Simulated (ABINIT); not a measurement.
Runs of ABINIT 10.8.3 (patched build) on InP. The structure is cubic, space group F-43m (No. 216). The conventional cell has a = 5.861 Å, b = 5.861 Å, c = 5.861 Å, α = 90.00°, β = 90.00°, γ = 90.00°. Around In (site symmetry -43m) lie 4 P at 2.54 Å. P (site symmetry -43m) is surrounded by 4 In at 2.54 Å. 

```tsv
task	level	potentials or basis	k mesh	cutoff (eV)	fine-grid cutoff	gap on the mesh (eV)	V0 of scaled cells (Å³/atom)	B0 (GPa)
band structure	LDA-VWN	JTH PAW LDA v2.0	8 × 8 × 8	544	1088.46 eV	0.46	-	-
single point	r2SCAN	JTH PAW PBE v2.0	5 × 5 × 5	653	1251.72 eV	1.13	-	-
equation of state	SOGGA	JTH PAW PBE v2.0 sp	8 × 8 × 8	544	1088.46 eV	-	(b)	70
equation of state	PBE+D2	JTH PAW PBE v2.0	8 × 8 × 8	544	1088.46 eV	-	24.90	66
equation of state	revPBE+D3	JTH PAW PBE v2.0	8 × 8 × 8	544	1088.46 eV	-	25.90	60
equation of state	PBEsol	JTH PAW PBE v2.0 sp	8 × 8 × 8	544	1088.46 eV	-	(a)	68
band structure	PW91	JTH PAW PBE v2.0 sp	8 × 8 × 8	544	1088.46 eV	0.75	-	-
band structure	PBEsol	JTH PAW PBE v2.0 sp	8 × 8 × 8	544	1088.46 eV	0.72	-	-
```

Alike in all rows: no spin polarisation; cell as given; smearing fermi-dirac 0.05 eV.

**Question.** Estimate the missing entries.

**Answer.** (a) 26.26; (b) 26.00.

Caveats: the PAW data sets were made with another functional, which shifts forces and pressure a little (some runs); spin-orbit coupling is left out, which moves the levels of the heavy elements (some runs); pressures at fixed basis lie under the slope of the energies (some runs); this set keeps more shells in the core, which shifts pressures and gaps (some runs); an odd mesh through Γ misses points on the zone boundary, where band edges often lie (some runs).

A k mesh can miss the band edges, and the runs leave out spin-orbit coupling on In.

Not every run made on this cell is shown here.
